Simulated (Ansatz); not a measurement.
## What spin–orbit coupling does to the bands of SnO

```xyz
2
Lattice="0.0000 2.7376 2.7376 2.7376 0.0000 2.7376 2.7376 2.7376 0.0000" Properties=species:S:1:pos:R:3 pbc="T T T"
Sn    0.0000    0.0000    0.0000
O     1.3688    1.3688    1.3688
```

Atom numbers follow the list: Sn1, O2.

The cell was built from the zincblende type and relaxed in the same program, and has space group F-43m; it needn't be a known or the stable phase.

Methods: DFT, PBE, all-electron LAPW, scalar-relativistic (Ansatz 0.2.0); DFT, PBE, all-electron LAPW, Dirac equation with spin-orbit coupling (Ansatz 0.2.0).

The runs use a Γ-centred 12×12×12 k mesh, Fermi–Dirac smearing of 0.08 eV, basis error target 1 meV/atom, no spin polarisation.

Levels between -4 and 3 eV, each run counted from its own valence-band top where it has a gap, else its Fermi level. Scalar levels are listed once for both spins; with the coupling every spinor state is counted. Levels near the edges of the range can cross them.

(1) At Γ (0.000, 0.000, 0.000) the scalar-relativistic levels are -3.46 (×3). What are they with spin–orbit coupling?

(2) At L (0.000, 0.000, 0.500) the scalar-relativistic levels are -3.87 (×2), -2.34, 1.71. What are they with spin–orbit coupling?

## Answers

(1) -3.50 (×2), -3.45 (×4).

(2) -3.91 (×2), -3.85 (×2), -2.34 (×2), 1.70 (×2).
